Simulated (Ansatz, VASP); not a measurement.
# Two plane-wave programs on B3As2

```xyz
5
Lattice="3.1761 0.0000 0.0000 -1.5881 2.7506 0.0000 0.0000 0.0000 6.8340" Properties=species:S:1:pos:R:3 pbc="T T T"
B     0.0000    0.0000    0.0000
B     0.0000    1.8337    3.3074
B     1.5881    0.9169    3.5265
As    0.0000    1.8337    1.2550
As    1.5881    0.9169    5.5790
```

Change from the starting cell: species swapped into the Al3Pd2 type (P-3m1, No. 164).

Alike in both runs: functional PBE; k mesh 6 × 6 × 4; occupations gaussian, width 0.1 eV; no spin polarisation.

Ansatz relaxed the structure, and its values are those at the end. VASP's run is a single point on that final structure, the one shown.

|  | VASP | Ansatz |
| --- | --- | --- |
| version | VASP 6.6.1 | Ansatz 0.2.0 |
| potentials or method | VASP PAW PBE potentials, release 64 (B, As) | scalar-relativistic, plane waves, PAW |
| plane-wave cutoff (eV) | 520 | 420 |
| valence electrons in the cell | 19 | 39 |

VASP gave:

- gap on the k mesh at the Fermi level (eV): none
- pressure (GPa): 0.4
- rms of the force components (eV/Å): 0.007

Q: Which values does Ansatz return?

A: gap on the k mesh at the Fermi level (eV): none; pressure (GPa): 0.0; rms of the force components (eV/Å): 0.009.

A gap of «none» marks a metal or a gap that the smearing closes. With one functional, cell and mesh, what is left measures potentials, basis and numerics. The two sets of potentials don't hold the same shells in valence.

Caveats: the k mesh is coarse (spacing up to 0.38 Å⁻¹), so the values aren't converged.
